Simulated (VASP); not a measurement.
# K: single point with PBE

The system is K.

```
K
1.0
    -2.69756    2.69756    2.69756
     2.69756   -2.69756    2.69756
     2.69756    2.69756   -2.69756
K
1
Direct
  0.00000 0.00000 0.00000
```

| Quantity | Value |
| --- | --- |
| Program | VASP 6.6.1 |
| Task | single point |
| Functional | PBE |
| Potentials or basis | VASP PAW PBE potentials, release 64 (K_sv) |
| Cutoff | 520 eV |
| k mesh | 7 × 7 × 7 |
| Occupations | fermi-dirac, width 0.05 eV |
| Spin | no spin polarisation |
| Further INCAR settings | ALGO = Normal; EDIFF = 1e-07; NBANDS = 10 |

```yaml
Pressure: -0.2 GPa
Band_gap_on_the_k_mesh: none (metal or under the smearing width)
```

Levels at points of the mesh, in eV from the Fermi level:
| k point | band 3 | band 4 | band 5 | band 6 | band 7 | band 8 |
| --- | --- | --- | --- | --- | --- | --- |
| (0.00, 0.00, 0.00) | -15.62 | -15.62 | -2.06 | 4.23 | 4.23 | 4.23 |

It took 9.2 s on 1 thread of Intel(R) Xeon(R) Platinum 8488C (Sapphire Rapids), with other jobs on the host, peak memory 0.19 GiB.
